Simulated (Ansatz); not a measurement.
**Si (diamond): gap against strain (uniaxial along z, other directions held)**

Si built on the diamond prototype, relaxed with r2SCAN in the PAW code Ansatz, then strained (uniaxial along z, other directions held; changes of length per length, axes as in the cell below) with the atoms relaxed again within the symmetry that is left. The symmetry is Fd-3m (No. 227, cubic); a = 5.444 Å in the conventional setting, 20.17 Å³ an atom. Si is surrounded by 4 Si at 2.36 Å. Calculated for a static, non-magnetic cell.

```xyz
2
Lattice="0.0000 2.7221 2.7221 2.7221 0.0000 2.7221 2.7221 2.7221 0.0000" Properties=species:S:1:pos:R:3 pbc="T T T"
Si    0.0000    0.0000    0.0000
Si    1.3611    1.3611    1.3611
```

Gaps are the least over each mesh (PBE 8×8×8, r2SCAN 8×8×8, HSE06 6×6×6 when unstrained) and the special points, which keep their unstrained names; stress is the change from the unstrained cell, compression positive.

| strain (%) | gap, PBE (eV) | gap, r2SCAN (eV) | gap, HSE06 (eV) | edges, HSE06 | stress along the strain, r2SCAN (GPa) | energy rise, r2SCAN (meV/atom) |
| --- | --- | --- | --- | --- | --- | --- |
| -4.0 | 0.074 | 0.236 | 0.613 | Γ → Γ–X (0.84) | +6.95 | 17.4 |
| -3.0 | 0.204 | 0.372 | 0.749 | Γ → Γ–X (0.84) | +5.17 | 9.7 |
| -2.0 | 0.332 | 0.506 | 0.882 | Γ → Γ–X (0.84) | +3.42 | 4.3 |
| -1.0 | 0.458 | 0.639 | 1.014 | Γ → Γ–X (0.84) | +1.70 | 1.1 |
| -0.85 | 0.477 | 0.659 | 1.034 | Γ → Γ–X (0.84) | +1.44 | 0.8 |
| 0.0 | 0.592 | 0.778 | 1.154 | Γ → Γ–X (0.80) | 0.00 | 0.0 |
| +1.0 | 0.548 | 0.731 | 1.106 | Γ → Γ–X (0.84) | -1.66 | 1.0 |
| +2.0 | 0.514 | 0.692 | 1.068 | Γ → Γ–X (0.84) | -3.29 | 4.2 |
| +3.0 | 0.479 | 0.654 | 1.030 | Γ → Γ–X (0.83) | -4.89 | 9.3 |
| +4.0 | 0.445 | 0.616 | 0.993 | Γ → Γ–X (0.83) | -6.45 | 16.4 |

Between zero and the nearest strains the slope of the HSE06 gap against strain is +0.141 eV per percent for negative and -0.047 for positive strain; it falls either way, as happens when edge states split or other valleys take over.

Where an edge lies off the special points, it is a point of the mesh or the k point where a search put PBE's edge or least direct gap, reused for the other functionals, whose own edges may lie a little apart.

The meshes of the hybrids are coarse, so their gaps aren't converged to the digits shown.
